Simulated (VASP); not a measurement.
## CdSe (Cadmoselite): single point with PBEsol+D3(BJ)

**Experimental background.**

A printed reference work, data compilation reports, for a bulk crystal of CdSe at 2 K: band gap 1.841 eV.

CdSe (Cadmoselite):

```
CELL_PARAMETERS angstrom
4.25524 0.00000 0.00000
-2.12762 3.68515 0.00000
0.00000 0.00000 6.95063
ATOMIC_POSITIONS crystal
Cd 0.66667 0.33333 0.50480
Cd 0.33333 0.66667 0.00480
Se 0.66667 0.33333 0.88020
Se 0.33333 0.66667 0.38020
```

```json
{
  "Program": "VASP 6.6.1",
  "Task": "single point",
  "Functional": "PBEsol",
  "Dispersion": "D3(BJ)",
  "Potentials or basis": "VASP PAW PBE potentials, release 64 (Cd, Se)",
  "Cutoff": "520 eV",
  "k mesh": "7 × 7 × 4",
  "Occupations": "fermi-dirac, width 0.05 eV",
  "Spin": "no spin polarisation",
  "Dipole correction": "no",
  "Further INCAR settings": "ALGO = Normal; EDIFF = 1e-06; NBANDS = 26"
}
```

```
Pressure                   : 0.4 GPa
Band gap on the k mesh     : 0.60 eV, direct
Dispersion energy per atom : -0.304 eV
```

Levels at points of the mesh, in eV from the valence-band top:
| k point | band 15 | band 16 | band 17 | band 18 | band 19 | band 20 | band 21 | band 22 |
| --- | --- | --- | --- | --- | --- | --- | --- | --- |
| (0.00, 0.00, 0.00) | -0.82 | -0.06 | 0.00 | 0.00 | 0.60 | 2.13 | 5.78 | 5.78 |
| (0.00, 0.00, 0.50) | -0.43 | -0.43 | -0.43 | -0.43 | 2.33 | 2.33 | 5.79 | 5.79 |

It took 55 s on 1 thread of Intel(R) Xeon(R) Platinum 8488C (Sapphire Rapids), on a shared host, peak memory 0.26 GiB.

Against the measured gap of CdSe, 1.841 eV (2 K; a printed reference work, data compilation), the calculated 0.60 eV is off by -1.24 eV. So large a miss can be the level of theory's own, or it may mean another phase, state or a wrong row. Spin-orbit coupling on Cd, Se is left out. The value is that of PBEsol+D3(BJ), without temperature or zero-point motion. Semilocal functionals fall short of measured gaps as a rule.

Caveat: the PAW data sets were made with another functional, which shifts forces and pressure a little.
